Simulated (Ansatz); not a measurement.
**HfC: computed properties**

Method: Ansatz, DFT PBE, scalar-relativistic, plane waves, PAW.

Settings: cutoff 420 eV, Γ-centred mesh 16×16×16 on the computed 2-atom cell, Gaussian smearing of 0.10 eV; no spin polarisation.

The structure is relaxed at this level of theory with its symmetry kept.

```yaml
crystal:
  lattice:
    - [0.00000, 2.32575, 2.32575]
    - [2.32575, 0.00000, 2.32575]
    - [2.32575, 2.32575, 0.00000]
  atoms:
    - { symbol: Hf, position: [0.50000, 0.50000, 0.50000] }
    - { symbol: C, position: [0.00000, 0.00000, 0.00000] }
```

| Property | Result |
| --- | --- |
| Space group | Fm-3m (No. 225) |
| Volume per atom | 12.58 Å³ |
| Formation energy from the elements' standard states (uncorrected) | -0.918 eV/atom |
| Kohn–Sham band gap | none (metal) |
| Density of states at the Fermi level | 0.26 states/eV per cell |
| Löwdin character within 0.5 eV of the Fermi level | C 2p 61 %, Hf 5d 35 % |
| Bulk modulus | 234 GPa |
| Its pressure derivative | 3.9 |
| Bader charges (e) | Hf (1 in the cell) 1.96, C (1 in the cell) -1.96 |

Spin-orbit coupling is left out, which matters for the bands of heavy elements.